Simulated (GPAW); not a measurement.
Input of a GPAW 26.7.0 run:

The input run.py:

```python
from ase.dft.bandgap import bandgap
from ase.io import read, write
from ase.units import Bohr, GPa
from gpaw import GPAW, PW
from gpaw.elf import elf_from_dft_calculation

atoms = read('HfO2.xyz')

calc = GPAW(mode=PW(800),
            xc='PBE',
            kpts={'size': (9, 9, 9), 'gamma': True},
            occupations={'name': 'methfessel-paxton', 'order': 0, 'width': 0.027000000000000003},
            nbands=24,
            convergence={'density': 1e-05, 'energy': 1e-05},
            maxiter=150,
            txt='gpaw.txt')
atoms.calc = calc
energy = atoms.get_potential_energy()
forces = atoms.get_forces()
stress = atoms.get_stress()
calc.write('gs.gpw')
write('result.traj', atoms)
print(f'Energy: {energy:.6f} eV')
print('Forces (eV/A):')
print(forces.round(4))
print('Stress (GPa):', (stress / GPa).round(3))
print('Fermi level:', round(calc.get_fermi_level(), 4), 'eV')
print(f'Gap: {bandgap(calc)[0]:.4f} eV, direct: {bandgap(calc, direct=True)[0]:.4f} eV')

# fields on the real-space grid
write('density.cube', atoms, data=calc.get_pseudo_density() * Bohr**3)
write('potential.cube', atoms, data=calc.get_electrostatic_potential())
write('elf.cube', atoms, data=elf_from_dft_calculation(calc).data)
```

The input HfO2.xyz:

```xyz
3
Lattice="0.0000000000 2.5575000000 2.5575000000 2.5575000000 0.0000000000 2.5575000000 2.5575000000 2.5575000000 0.0000000000" Properties=species:S:1:pos:R:3 pbc="T T T"
Hf     0.0000000000      0.0000000000      0.0000000000
O      3.8362500000      3.8362500000      3.8362500000
O      1.2787500000      1.2787500000      1.2787500000
```

Potentials or basis: GPAW PAW data sets (gpaw-data 1.2.1), pw.

Launch:

```bash
$ OMP_NUM_THREADS=1 python run.py
```

Question: Predict the band gap on the k mesh.

Answer: 3.84 eV, indirect (least direct gap 3.95 eV).

Question: Estimate the pressure.

Answer: -2.8 GPa.

Caveat: spin-orbit coupling is left out, which moves the levels of the heavy elements; an odd mesh through Γ misses points on the zone boundary, where band edges often lie.
